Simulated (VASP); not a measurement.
Set up this calculation in VASP 6.6.1, as the native input.

```
Task                   : single point
Functional             : PBE
Potentials or basis    : VASP PAW PBE potentials, release 64 (Pb_d, Te)
Cutoff                 : 900 eV
k mesh                 : 10 × 10 × 10
Occupations            : gaussian, width 0.05 eV
Spin                   : no spin polarisation
Further INCAR settings : ADDGRID = False; ALGO = Normal; EDIFF = 1e-08
```

The structure of TePb lies in POSCAR:

```
TePb
1.0
    0.0000000000      3.2310000000      3.2310000000
    3.2310000000      0.0000000000      3.2310000000
    3.2310000000      3.2310000000      0.0000000000
Pb Te
1 1
Direct
   -0.0068530000      0.0005720000     -0.0056850000
    0.5279490000      0.4690950000      0.5208160000
```

The cell isn't the ideal one: grid = ENCUT=900 k=10x10x10 ISMEAR=0 SIGMA=0.05 PREC=Accurate EDIFF=1e-08 LREAL=False ADDGRID=False LASPH=True; atoms moved at random, drawn with an rms of 0.1 Å.

These files were run (other wordings do the same):

INCAR

```
SYSTEM = TePb
ADDGRID = .False.
ALGO = Normal
EDIFF = 1E-8
ENCUT = 900
GGA = PE
ISIF = 2
ISMEAR = 0
LASPH = .True.
LCHARG = .False.
LREAL = .False.
LWAVE = .False.
NELM = 100
PREC = Accurate
SIGMA = 0.05
```

KPOINTS

```
k-points
0
Gamma
  10 10 10
  0 0 0
```

Potentials or basis: VASP PAW PBE potentials, release 64 (Pb_d, Te).

The run is started by

```console
$ cat potpaw_PBE.64/Pb_d/POTCAR potpaw_PBE.64/Te/POTCAR > POTCAR
$ mpirun -np 1 vasp_std > vasp.out
```

Results of the run:

```
Pressure               : 2.6 GPa
Largest force          : 0.248 eV/Å
Band gap on the k mesh : 0.90 eV, direct
```

Caveat: spin-orbit coupling is left out, which as a rule narrows the gap of such compounds by several tenths of an eV.

It took 17 min on 1 thread of Intel(R) Xeon(R) Platinum 8488C (Sapphire Rapids), with other jobs on the host, peak memory 1.3 GiB.
